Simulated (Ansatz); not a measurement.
PbS: the change of energy above given cell and pressure with volume ratio

All results are calculated (Ansatz 0.2.0). Plane-wave density functional theory, PAW datasets, Gaussian smearing 0.05 eV: equation of state, the given cell scaled in volume with shape and atoms relaxed at each volume.

The cell before it is scaled or strained (space group Fm-3m, No. 225):
```
PbS
1.0
      0.0000     3.0045     3.0045
      3.0045     0.0000     3.0045
      3.0045     3.0045     0.0000
Pb S
1 1
Direct
  0.50000 0.50000 0.50000
  0.00000 0.00000 0.00000
```

Settings of every row: paw set soft_2; functional PBE; spin treatment none; moment partition spheres; spin axis none; wave cutoff 420 eV; k mesh 10x10x10; symmetry use detected.

Atom hubbard u: 0 on all atoms.

Limits: no spin-orbit coupling, which can matter with elements this heavy.

```csv
row,volume ratio,V (Å³/atom),energy above given cell (meV per atom),pressure (GPa)
1,0.945,25.631,14.92,3.374
2,0.96,26.038,7.67,2.353
3,0.98,26.58,1.84,1.111
4,1,27.123,0,-0.004
5,1.02,27.665,1.73,-1.005
6,1.04,28.207,6.69,-1.905
7,1.07,29.021,?,?
8,1.1,29.835,37.73,-4.089
```

Question: what energy above given cell and pressure should row 7 give?

Worked fit of energy above given cell. Take u = (V_r/V)^(2/3) − 1 with V_r = 27.123 Å³ an atom, which is twice the finite (Eulerian) strain; such expansions in the strain, on which the Birch-Murnaghan equation of state is built, carry the rest volume and the bulk modulus. The shown rows have u = 0.03844, 0.02759, 0.01357, 0, -0.0131, -0.02579, -0.06156. Least squares give energy above given cell = 0 − 1.11 × u + 10055.2 × u² + 1902 × u³ meV per atom; a parabola predicts inner rows, each left out in turn, worse (root mean square 0.062 against 0.0096 meV per atom). The rows lie off it by 0.00, 0.01, 0.00, 0.00, -0.01, 0.01, 0.00. Its lowest point lies at u = 0.0001, or V = 27.12 Å³ an atom, and the curvature there gives the bulk modulus with shape and atoms relaxed, B = (4/9)(1 + u)² E″(u)/V = 52.8 GPa. The withheld row has u = -0.04409, so the fit gives 0 − 1.11 × (-0.04409) + 10055.2 × (-0.04409)² + 1902 × (-0.04409)³ = 19.43 meV per atom.

The calculation gave 19.44 meV per atom. The fit lies 0.01 meV per atom (0.027 % of the column's range) below it, one unit of the last digit.

Worked fit of pressure. Take u = (V_r/V)^(2/3) − 1 with V_r = 27.123 Å³ an atom, which is twice the finite (Eulerian) strain; such expansions in the strain, on which the Birch-Murnaghan equation of state is built, carry the rest volume and the bulk modulus. The shown rows have u = 0.03844, 0.02759, 0.01357, 0, -0.0131, -0.02579, -0.06156. Least squares give pressure = −0.0042 + 79.245 × u + 218.96 × u² + 155.2 × u³ GPa; a parabola predicts inner rows, each left out in turn, worse (root mean square 0.005 against 0.00096 GPa). The rows lie off it by 0.000, 0.001, -0.001, 0.000, 0.000, 0.000, 0.000. The pressure vanishes at u = 0.0001, or V = 27.12 Å³ an atom, and there the bulk modulus with shape and atoms relaxed is B = −V dP/dV = (2/3)(1 + u) dP/du = 52.8 GPa. The withheld row has u = -0.04409, so the fit gives −0.0042 + 79.245 × (-0.04409) + 218.96 × (-0.04409)² + 155.2 × (-0.04409)³ = -3.086 GPa.

The calculation gave -3.086 GPa. The fit meets it to the printed digit.
